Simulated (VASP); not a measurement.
A run of VASP 6.6.1 is set up as follows.

File INCAR:

```
PREC     = Accurate       # precision mode
ENCUT    = 450            # plane-wave cutoff, eV
EDIFF    = 1E-6           # SCF threshold, eV
ISMEAR   = -1             # smearing method
SIGMA    = 0.05           # smearing width, eV
LREAL    = F              # projectors in reciprocal space
LASPH    = T              # aspherical terms in the spheres
NELM     = 80             # most SCF steps
ALGO     = Normal         # electronic algorithm
ISIF     = 2              # what is computed and relaxed
LWAVE    = F              # write WAVECAR
LCHARG   = F              # write CHGCAR
GGA      = PS             # functional
NBANDS   = 166            # bands
```

File KPOINTS:

```
regular mesh
0
Gamma
  2 2 2
```

POSCAR

```
C
1.0
    7.1120000000      0.0000000000      0.0000000000
    0.0000000000      7.1120000000      0.0000000000
    0.0000000000      0.0000000000      7.1120000000
C
64
Direct
    0.5000000000      0.0000000000      0.0000000000
    0.7500000000      0.2500000000      0.0000000000
    0.7500000000      0.0000000000      0.2500000000
    0.0000000000      0.0000000000      0.0000000000
    0.2500000000      0.2500000000      0.0000000000
    0.5000000000      0.5000000000      0.0000000000
    0.7500000000      0.7500000000      0.0000000000
    0.2500000000      0.0000000000      0.2500000000
    0.5000000000      0.2500000000      0.2500000000
    0.7500000000      0.5000000000      0.2500000000
    0.5000000000      0.0000000000      0.5000000000
    0.7500000000      0.2500000000      0.5000000000
    0.7500000000      0.0000000000      0.7500000000
    0.0000000000      0.5000000000      0.0000000000
    0.2500000000      0.7500000000      0.0000000000
    0.0000000000      0.2500000000      0.2500000000
    0.2500000000      0.5000000000      0.2500000000
    0.5000000000      0.7500000000      0.2500000000
    0.0000000000      0.0000000000      0.5000000000
    0.2500000000      0.2500000000      0.5000000000
    0.5000000000      0.5000000000      0.5000000000
    0.7500000000      0.7500000000      0.5000000000
    0.2500000000      0.0000000000      0.7500000000
    0.5000000000      0.2500000000      0.7500000000
    0.7500000000      0.5000000000      0.7500000000
    0.0000000000      0.7500000000      0.2500000000
    0.0000000000      0.5000000000      0.5000000000
    0.2500000000      0.7500000000      0.5000000000
    0.0000000000      0.2500000000      0.7500000000
    0.2500000000      0.5000000000      0.7500000000
    0.5000000000      0.7500000000      0.7500000000
    0.0000000000      0.7500000000      0.7500000000
    0.6250000000      0.1250000000      0.1250000000
    0.8750000000      0.3750000000      0.1250000000
    0.8750000000      0.1250000000      0.3750000000
    0.1250000000      0.1250000000      0.1250000000
    0.3750000000      0.3750000000      0.1250000000
    0.6250000000      0.6250000000      0.1250000000
    0.8750000000      0.8750000000      0.1250000000
    0.3750000000      0.1250000000      0.3750000000
    0.6250000000      0.3750000000      0.3750000000
    0.8750000000      0.6250000000      0.3750000000
    0.6250000000      0.1250000000      0.6250000000
    0.8750000000      0.3750000000      0.6250000000
    0.8750000000      0.1250000000      0.8750000000
    0.1250000000      0.6250000000      0.1250000000
    0.3750000000      0.8750000000      0.1250000000
    0.1250000000      0.3750000000      0.3750000000
    0.3750000000      0.6250000000      0.3750000000
    0.6250000000      0.8750000000      0.3750000000
    0.1250000000      0.1250000000      0.6250000000
    0.3750000000      0.3750000000      0.6250000000
    0.6250000000      0.6250000000      0.6250000000
    0.8750000000      0.8750000000      0.6250000000
    0.3750000000      0.1250000000      0.8750000000
    0.6250000000      0.3750000000      0.8750000000
    0.8750000000      0.6250000000      0.8750000000
    0.1250000000      0.8750000000      0.3750000000
    0.1250000000      0.6250000000      0.6250000000
    0.3750000000      0.8750000000      0.6250000000
    0.1250000000      0.3750000000      0.8750000000
    0.3750000000      0.6250000000      0.8750000000
    0.6250000000      0.8750000000      0.8750000000
    0.1250000000      0.8750000000      0.8750000000
```

Potentials or basis: VASP PAW PBE potentials, release 64 (C).

Command:

```bash
$ cat potpaw_PBE.64/C/POTCAR > POTCAR
$ mpirun -np 1 vasp_std > vasp.out
```

Problem. Predict the band gap on the k mesh.

Solution. 4.03 eV.

Caveat: the k mesh is coarse (spacing up to 0.44 Å⁻¹), so the values aren't converged. As with any semilocal functional, this PBEsol gap is likely too small.
